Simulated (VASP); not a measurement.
# CoO (Fm-3m) in VASP: further runs, part 2 of 2

VASP 6.6.1.

### Step 6. Equation of state, PBE, collinear spin, ferromagnetic start, 10.07 Å³/atom (volume scaled by 1.04)

INCAR reads:

```
SYSTEM = CoO
  PREC = Accurate
  ENCUT = 520
  EDIFF = 1E-7
  ISMEAR = -1
  SIGMA = 0.05
  LREAL = .FALSE.
  LASPH = .TRUE.
  NELM = 100
  ALGO = Normal
  ISIF = 2
  LWAVE = .FALSE.
  LCHARG = .FALSE.
  ISPIN = 2
  MAGMOM = 2 0
  LORBIT = 11
  LMAXMIX = 4
  GGA = PE
  NBANDS = 18
```

KPOINTS reads:

```
regular mesh
0
G
  11 11 11
  0 0 0
```

POSCAR reads:

```
CoO
1.0
    0.0000000000      2.1595492692      2.1595492692
    2.1595492692      0.0000000000      2.1595492692
    2.1595492692      2.1595492692      0.0000000000
Co O
1 1
Direct
    0.0000000000      0.0000000000      0.0000000000
    0.5000000000      0.5000000000      0.5000000000
```

Potentials or basis: VASP PAW PBE potentials, release 64 (Co, O).

On the command line:

```sh
$ cat potpaw_PBE.64/Co/POTCAR potpaw_PBE.64/O/POTCAR > POTCAR
$ mpirun -np 1 vasp_std > vasp.out
```

It took 59 s on 1 thread of AMD EPYC 7R13 (Zen 3), shared host; peak memory 0.14 GiB.

Results (log left out):

- Free energy: -13.0370 eV
- Pressure: -8.3 GPa
- Band gap on the k mesh: none (metal or under the smearing width)
- Net moment: 2.97 μB per cell
- Site moments: Co +2.60; O +0.31 μB
- Valence electrons inside the program's atomic spheres: Co 7.72; O 4.96

Caveat: a cell with one magnetic atom can't hold antiferromagnetic order, which such compounds often take; semilocal functionals often make such compounds metallic where correlation or magnetic order opens a gap, which also shifts bond lengths.

### Step 7. Equation of state, PBE, collinear spin, ferromagnetic start, 10.27 Å³/atom (volume scaled by 1.06)

INCAR reads:

```
SYSTEM = CoO
PREC = Accurate ; ENCUT = 520
EDIFF = 1E-7 ; ISMEAR = -1
SIGMA = 0.05 ; LREAL = .FALSE.
LASPH = .TRUE. ; NELM = 150
ALGO = Normal ; ISIF = 2
LWAVE = .FALSE. ; LCHARG = .FALSE.
ISPIN = 2 ; MAGMOM = 2 0
LORBIT = 11 ; LMAXMIX = 4
GGA = PE ; NBANDS = 18
```

KPOINTS reads:

```
Automatic mesh
0
G
  11 11 11
  0 0 0
```

POSCAR reads:

```
CoO
1.0
    0.0000000000      2.1733047310      2.1733047310
    2.1733047310      0.0000000000      2.1733047310
    2.1733047310      2.1733047310      0.0000000000
Co O
1 1
Direct
    0.0000000000      0.0000000000      0.0000000000
    0.5000000000      0.5000000000      0.5000000000
```

On the command line:

```sh
$ cat potpaw_PBE.64/Co/POTCAR potpaw_PBE.64/O/POTCAR > POTCAR
$ mpirun -np 1 vasp_std > vasp.out
```

It took 69 s on 1 thread of AMD EPYC 7R13 (Zen 3), shared host; peak memory 0.14 GiB.

The run converged. Its results:

```
Free energy                                           : -13.0140 eV
Pressure                                              : -11.0 GPa
Band gap on the k mesh                                : none (metal or under the smearing width)
Net moment                                            : 2.98 μB per cell
Site moments                                          : Co +2.61; O +0.31 μB
Valence electrons inside the program's atomic spheres : Co 7.70; O 4.95
```

Caveat: a cell with one magnetic atom can't hold antiferromagnetic order, which such compounds often take; semilocal functionals often make such compounds metallic where correlation or magnetic order opens a gap, which also shifts bond lengths.

### Step 8. Equation of state, PBE, collinear spin, ferromagnetic start

Potentials or basis: VASP PAW PBE potentials, release 64 (Co, O).

No new run: the results of the series are fitted here.

Results:

```
Equilibrium volume                      : 9.56 Å³/atom
Bulk modulus                            : 169 GPa
Pressure derivative of the bulk modulus : 3.3
```

Energy against volume, from the lowest point:
```tsv
volume (Å³/atom)	energy (meV/atom)
9.103	11.90
9.297	3.63
9.490	0.00
9.684	0.69
9.878	5.25
10.071	13.39
10.265	24.87
```

### Step 9. Equation of state, PBEsol, collinear spin, ferromagnetic start, 9.10 Å³/atom (volume scaled by 0.94)

INCAR reads:

```
SYSTEM = CoO
PREC = Accurate
ENCUT = 520
EDIFF = 1E-7
ISMEAR = -1
SIGMA = 0.05
LREAL = .False.
LASPH = .True.
NELM = 120
ALGO = Normal
ISIF = 2
LWAVE = .False.
LCHARG = .False.
ISPIN = 2
MAGMOM = 2 0
LORBIT = 11
LMAXMIX = 4
GGA = PS
NBANDS = 18
```

KPOINTS reads:

```
Automatic mesh
0
Gamma
  11 11 11
  0 0 0
```

POSCAR reads:

```
CoO
1.0
    0.0000000000      2.0879877907      2.0879877907
    2.0879877907      0.0000000000      2.0879877907
    2.0879877907      2.0879877907      0.0000000000
Co O
1 1
Direct
    0.0000000000      0.0000000000      0.0000000000
    0.5000000000      0.5000000000      0.5000000000
```

Potentials or basis: VASP PAW PBE potentials, release 64 (Co, O).

On the command line:

```sh
$ cat potpaw_PBE.64/Co/POTCAR potpaw_PBE.64/O/POTCAR > POTCAR
$ mpirun -np 1 vasp_std > vasp.out
```

It took 19 s on 1 thread of Intel Xeon 6975P-C (Granite Rapids), shared host; peak memory 0.16 GiB.

The run converged. Its results:

```
Free energy                                           : -14.0042 eV
Pressure                                              : -1.2 GPa
Band gap on the k mesh                                : none (metal or under the smearing width)
Net moment                                            : 2.78 μB per cell
Site moments                                          : Co +2.45; O +0.28 μB
Valence electrons inside the program's atomic spheres : Co 7.92; O 4.98
```

Caveat: the PAW data sets were made with another functional, which shifts forces and pressure a little; a cell with one magnetic atom can't hold antiferromagnetic order, which such compounds often take; semilocal functionals often make such compounds metallic where correlation or magnetic order opens a gap, which also shifts bond lengths.

### Step 10. Equation of state, PBEsol, collinear spin, ferromagnetic start, 9.30 Å³/atom (volume scaled by 0.96)

INCAR is that of step 9.

KPOINTS is that of step 9.

POSCAR reads:

```
CoO
1.0
    0.0000000000      2.1026924146      2.1026924146
    2.1026924146      0.0000000000      2.1026924146
    2.1026924146      2.1026924146      0.0000000000
Co O
1 1
Direct
    0.0000000000      0.0000000000      0.0000000000
    0.5000000000      0.5000000000      0.5000000000
```

On the command line:

```sh
$ cat potpaw_PBE.64/Co/POTCAR potpaw_PBE.64/O/POTCAR > POTCAR
$ mpirun -np 1 vasp_std > vasp.out
```

Wall time 19 s (1 thread of Intel Xeon 6975P-C (Granite Rapids), shared host); peak memory 0.17 GiB.

Results (log left out):

| Item | Value |
| --- | --- |
| Free energy | -13.9972 eV |
| Pressure | -4.9 GPa |
| Band gap on the k mesh | none (metal or under the smearing width) |
| Net moment | 2.84 μB per cell |
| Site moments | Co +2.49; O +0.29 μB |
| Valence electrons inside the program's atomic spheres | Co 7.87; O 4.97 |

Caveat: the PAW data sets were made with another functional, which shifts forces and pressure a little; a cell with one magnetic atom can't hold antiferromagnetic order, which such compounds often take; semilocal functionals often make such compounds metallic where correlation or magnetic order opens a gap, which also shifts bond lengths.

### Step 11. Equation of state, PBEsol, collinear spin, ferromagnetic start, 9.49 Å³/atom (volume scaled by 0.98)

INCAR is that of step 10.

KPOINTS is that of step 10.

POSCAR reads:

```
CoO
1.0
    0.0000000000      2.1171941998      2.1171941998
    2.1171941998      0.0000000000      2.1171941998
    2.1171941998      2.1171941998      0.0000000000
Co O
1 1
Direct
    0.0000000000      0.0000000000      0.0000000000
    0.5000000000      0.5000000000      0.5000000000
```

On the command line:

```sh
$ cat potpaw_PBE.64/Co/POTCAR potpaw_PBE.64/O/POTCAR > POTCAR
$ mpirun -np 1 vasp_std > vasp.out
```

Run time: 20 s. Hardware: 1 thread of Intel Xeon 6975P-C (Granite Rapids), shared host; peak memory 0.16 GiB.

Results (log left out):

```yaml
Free_energy: -13.9817 eV
Pressure: -8.3 GPa
Band_gap_on_the_k_mesh: none (metal or under the smearing width)
Net_moment: 2.89 μB per cell
Site_moments: Co +2.53; O +0.31 μB
Valence_electrons_inside_the_program's_atomic_spheres: Co 7.83; O 4.96
```

Caveat: the PAW data sets were made with another functional, which shifts forces and pressure a little; a cell with one magnetic atom can't hold antiferromagnetic order, which such compounds often take; semilocal functionals often make such compounds metallic where correlation or magnetic order opens a gap, which also shifts bond lengths.

### Step 12. Equation of state, PBEsol, collinear spin, ferromagnetic start, 9.88 Å³/atom (volume scaled by 1.02)

INCAR is that of step 11.

KPOINTS is that of step 11.

POSCAR reads:

```
CoO
1.0
    0.0000000000      2.1456163054      2.1456163054
    2.1456163054      0.0000000000      2.1456163054
    2.1456163054      2.1456163054      0.0000000000
Co O
1 1
Direct
    0.0000000000      0.0000000000      0.0000000000
    0.5000000000      0.5000000000      0.5000000000
```

Potentials or basis: VASP PAW PBE potentials, release 64 (Co, O).

On the command line:

```sh
$ cat potpaw_PBE.64/Co/POTCAR potpaw_PBE.64/O/POTCAR > POTCAR
$ mpirun -np 1 vasp_std > vasp.out
```

Run time: 19 s. Hardware: 1 thread of Intel Xeon 6975P-C (Granite Rapids), shared host; peak memory 0.16 GiB.

It converged, with:

- Free energy: -13.9281 eV
- Pressure: -14.1 GPa
- Band gap on the k mesh: none (metal or under the smearing width)
- Net moment: 2.97 μB per cell
- Site moments: Co +2.59; O +0.32 μB
- Valence electrons inside the program's atomic spheres: Co 7.76; O 4.94

Caveat: the PAW data sets were made with another functional, which shifts forces and pressure a little; a cell with one magnetic atom can't hold antiferromagnetic order, which such compounds often take; semilocal functionals often make such compounds metallic where correlation or magnetic order opens a gap, which also shifts bond lengths.

### Step 13. Equation of state, PBEsol, collinear spin, ferromagnetic start, 10.07 Å³/atom (volume scaled by 1.04)

INCAR is that of step 12.

KPOINTS is that of step 12.

POSCAR reads:

```
CoO
1.0
    0.0000000000      2.1595492692      2.1595492692
    2.1595492692      0.0000000000      2.1595492692
    2.1595492692      2.1595492692      0.0000000000
Co O
1 1
Direct
    0.0000000000      0.0000000000      0.0000000000
    0.5000000000      0.5000000000      0.5000000000
```

On the command line:

```sh
$ cat potpaw_PBE.64/Co/POTCAR potpaw_PBE.64/O/POTCAR > POTCAR
$ mpirun -np 1 vasp_std > vasp.out
```

It took 19 s on 1 thread of Intel Xeon 6975P-C (Granite Rapids), shared host; peak memory 0.16 GiB.

The run converged. Its results:

| Property | Result |
| --- | --- |
| Free energy | -13.8912 eV |
| Pressure | -16.8 GPa |
| Band gap on the k mesh | none (metal or under the smearing width) |
| Net moment | 2.98 μB per cell |
| Site moments | Co +2.60; O +0.33 μB |
| Valence electrons inside the program's atomic spheres | Co 7.73; O 4.93 |

Caveat: the PAW data sets were made with another functional, which shifts forces and pressure a little; a cell with one magnetic atom can't hold antiferromagnetic order, which such compounds often take; semilocal functionals often make such compounds metallic where correlation or magnetic order opens a gap, which also shifts bond lengths.

### Step 14. Equation of state, PBEsol, collinear spin, ferromagnetic start, 10.27 Å³/atom (volume scaled by 1.06)

INCAR is that of step 13.

KPOINTS is that of step 13.

POSCAR reads:

```
CoO
1.0
    0.0000000000      2.1733047310      2.1733047310
    2.1733047310      0.0000000000      2.1733047310
    2.1733047310      2.1733047310      0.0000000000
Co O
1 1
Direct
    0.0000000000      0.0000000000      0.0000000000
    0.5000000000      0.5000000000      0.5000000000
```

On the command line:

```sh
$ cat potpaw_PBE.64/Co/POTCAR potpaw_PBE.64/O/POTCAR > POTCAR
$ mpirun -np 1 vasp_std > vasp.out
```

Run time: 18 s. Hardware: 1 thread of Intel Xeon 6975P-C (Granite Rapids), shared host; peak memory 0.16 GiB.

Results (log left out):

| Item | Value |
| --- | --- |
| Free energy | -13.8482 eV |
| Pressure | -19.2 GPa |
| Band gap on the k mesh | none (metal or under the smearing width) |
| Net moment | 2.99 μB per cell |
| Site moments | Co +2.61; O +0.33 μB |
| Valence electrons inside the program's atomic spheres | Co 7.71; O 4.92 |

Caveat: the PAW data sets were made with another functional, which shifts forces and pressure a little; a cell with one magnetic atom can't hold antiferromagnetic order, which such compounds often take; semilocal functionals often make such compounds metallic where correlation or magnetic order opens a gap, which also shifts bond lengths.

### Step 15. Equation of state, PBEsol, collinear spin, ferromagnetic start

Potentials or basis: VASP PAW PBE potentials, release 64 (Co, O).

No new run: the results of the series are fitted here.

What came out:

```yaml
Equilibrium_volume: "9.05 Å³/atom (rough: see the caveat)"
Bulk_modulus: 181 GPa (rough)
```

Energy against volume, from the lowest point:
| volume (Å³/atom) | energy (meV/atom) |
| --- | --- |
| 9.103 | 0.00 |
| 9.297 | 3.49 |
| 9.490 | 11.25 |
| 9.684 | 22.89 |
| 9.878 | 38.04 |
| 10.071 | 56.49 |
| 10.265 | 78.00 |

Caveat: the minimum lies outside the volumes run; the PAW data sets were made with another functional, which shifts forces and pressure a little.
